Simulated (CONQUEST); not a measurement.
GaN under changes of volume

One of the cells (11.673 Å³/atom); the others are scaled copies at fixed shape and fractional positions:

```
Ga N
1.0
     3.20804    0.00000    0.00000
     0.00000    3.20804    0.00000
     0.00000    0.00000    4.53685
Ga N
2 2
Cartesian
  0.0000 0.0000 0.0000
  1.6040 1.6040 2.2684
  0.0000 1.6040 3.4026
  1.6040 0.0000 1.1342
```

The cell is a database's computed one.

| Quantity | Value |
| --- | --- |
| Program | CONQUEST 1.3 |
| Functional | PBEsol |
| Potentials or basis | PseudoDojo NC PBEsol, DZP, grid of 36 × 36 × 48 points |
| k mesh | 8 × 8 × 6 |
| Occupations | fermi-dirac, width 0.05 eV |
| Spin | no spin polarisation |

```tsv
volume (Å³/atom)	energy over the lowest point (meV/atom)	pressure (GPa)	gap on the mesh (eV)
10.757	40.12	16.5	2.23
10.986	19.93	11.6	2.08
11.444	1.00	2.5	1.79
11.673	0.00	-1.1	1.66
11.902	3.78	-4.1	1.52
12.131	?	?	?
```

Q: What does the run at 12.131 Å³/atom give?

A: Energy over the lowest point 11.99 meV/atom; pressure -7.7 GPa; gap on the mesh 1.39 eV.

Worked out: A Birch-Murnaghan fit of order 3 (a polynomial in V^(-2/3)) to the other rows has its minimum at 11.60 Å³/atom with B0 = V·E''(V) = 172 GPa and B' = 7.4. It gives 11.36 meV/atom at 12.131 Å³/atom, against the run's 11.99, and -dE/dV = -6.5 GPa, against -7.7. A straight line through the other rows of the gap, of slope -7 eV per unit of ln V, extrapolates to 1.39 eV, against the run's 1.39.

Energies are extrapolated to zero smearing.

Caveats: the basis of atomic orbitals isn't converged, which shifts pressures, moduli and gaps; the real-space grid breaks the cell's symmetry a little (some runs).

A mesh can miss the band edges. Spin-orbit coupling on Ga is left out.
